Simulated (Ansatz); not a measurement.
Rutile GeO2 was calculated with RPBE (PAW; Ansatz, an electronic-structure program).

Settings: plane-wave cutoff 520 eV, 8×8×12 k mesh (along the axes of the cell as run), Fermi–Dirac smearing 0.01 eV, scalar-relativistic PAW data made under PBE.

Computed points:

```
V (Å³/atom)  E − E_lowest (meV/atom)  P (GPa)
-----------  -----------------------  -------
9.602                           9.46     7.99
9.803                           2.24     3.69
10.003                          0.00    -0.01
10.203                          2.02    -3.12
10.403                          7.59    -5.71
```

Task: Estimate the bulk modulus from the pressures at 9.803 and 10.203 Å³/atom, and compare it with a fit to all energies.

Result: B = −V dP/dV. Between V = 9.803 and 10.203 Å³/atom, dP/dV = (-3.12 − (3.69))/(10.203 − 9.803) = -17.0 GPa per Å³/atom; at the midpoint 10.003 Å³/atom this gives B ≈ 170 GPa. The third-order Birch–Murnaghan fit gives V0 = 10.002 Å³/atom, B0 = 169 GPa, B′ = 7.4, which lies within 1 % of that estimate.

Shape and atoms are relaxed at each volume.

Measured, for comparison: bulk modulus 251 GPa (room temperature, no zero-point or thermal correction, from measured elastic constants; as tabulated in Sevik and Bulutay (2007), arXiv:cond-mat/0610176). Computed (rounded) less measured: bulk modulus -33 %.

Note: the bulk modulus comes from volumes at which shape and atoms were relaxed.

Computed values are for the static lattice.
